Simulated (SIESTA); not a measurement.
Input of a SIESTA 5.4.2 run:

Ga2O3.fdf

```
SystemName                      Ga2O3
SystemLabel                     Ga2O3
NumberOfSpecies                 2
NumberOfAtoms                   10
%block ChemicalSpeciesLabel
  1  31 Ga
  2   8 O
%endblock ChemicalSpeciesLabel

LatticeConstant                 1.0 Ang
%block LatticeVectors
     6.1070000000    -1.5185500000     0.0000000000
     6.1070000000     1.5185500000     0.0000000000
    -1.3859888959     0.0000000000     5.6300087380
%endblock LatticeVectors
AtomicCoordinatesFormat         Fractional
%block AtomicCoordinatesAndAtomicSpecies
     0.3413400000     0.3413400000     0.6859800000  1  Ga
     0.6586600000     0.6586600000     0.3140200000  1  Ga
     0.9095000000     0.9095000000     0.2054000000  1  Ga
     0.0905000000     0.0905000000     0.7946000000  1  Ga
     0.5041000000     0.5041000000     0.7434000000  2  O
     0.4959000000     0.4959000000     0.2566000000  2  O
     0.8267000000     0.8267000000     0.4368000000  2  O
     0.1733000000     0.1733000000     0.5632000000  2  O
     0.8355000000     0.8355000000     0.8902000000  2  O
     0.1645000000     0.1645000000     0.1098000000  2  O
%endblock AtomicCoordinatesAndAtomicSpecies

%block kgrid.MonkhorstPack
    6   0   0  0.0
    0   6   0  0.0
    0   0   4  0.0
%endblock kgrid.MonkhorstPack
XC.Functional                   GGA
XC.Authors                      PBE
PAO.BasisSize                   TZDP
PAO.EnergyShift                 0.003 Ry
Mesh.Cutoff                     800 Ry
OccupationFunction              FD
ElectronicTemperature           0.05 eV
MaxSCFIterations                120
SCF.MustConverge                false
SCF.Mixer.Method                Pulay
SCF.Mixer.Weight                0.25
SCF.Mixer.History               8
SCF.DM.Tolerance                5.0e-05
SCF.H.Tolerance                 1.0e-03 eV
WriteForces                     true
Charge.Mulliken                 end
BandLinesScale                  ReciprocalLatticeVectors
%block BandLines
    1    0.000000   0.500000   0.000000  X
   14    0.000000   0.000000   0.000000  \Gamma
    7    0.000000   0.000000  -0.500000  Y
    1    0.000000   0.500000  -0.500000  L
   15    0.000000   0.000000   0.000000  \Gamma
    9   -0.500000  -0.500000   0.500000  Z
    1   -0.500000   0.000000   0.500000  N
   15    0.000000   0.000000   0.000000  \Gamma
    7   -0.500000  -0.500000   0.000000  M
    1   -0.500000   0.000000   0.000000  R
   14    0.000000   0.000000   0.000000  \Gamma
%endblock BandLines
%block PAO.PolarizationScheme
  Ga non-perturbative
  O non-perturbative
%endblock PAO.PolarizationScheme
%block PAO.Basis
  Ga 4
  n=4 0 3
    6.575 0.000 0.000
  n=4 1 3
    9.448 0.000 0.000
  n=3 2 2
    3.582 0.000
  n=4 2 2
    9.448 0.000
%endblock PAO.Basis
```

Potentials or basis: PseudoDojo 0.4 standard (PBE files), TZDP (energy shift 0.003 Ry; two zetas on semicore shells).

Run with:

```bash
$ siesta Ga2O3.fdf > Ga2O3.out 2>&1
```

Task: Estimate the largest force.

Result: 0.318 eV/Å.

Task: Predict the band gap along the path.

Result: 2.39 eV, indirect (least direct gap 2.41 eV).

Forces on the atoms (eV/Å):
```
Ga   0.007  0.000 -0.110
Ga  -0.007  0.000  0.110
Ga  -0.136  0.000 -0.075
Ga   0.136  0.000  0.075
O   -0.253  0.000 -0.082
O    0.253  0.000  0.082
O   -0.037  0.000  0.149
O    0.037  0.000 -0.149
O   -0.318  0.000  0.020
O    0.318  0.000 -0.020
```

Caveat: the basis of atomic orbitals isn't converged, which shifts pressures, moduli and gaps. PBE gaps usually lie below the measured ones, often by a third to a half.
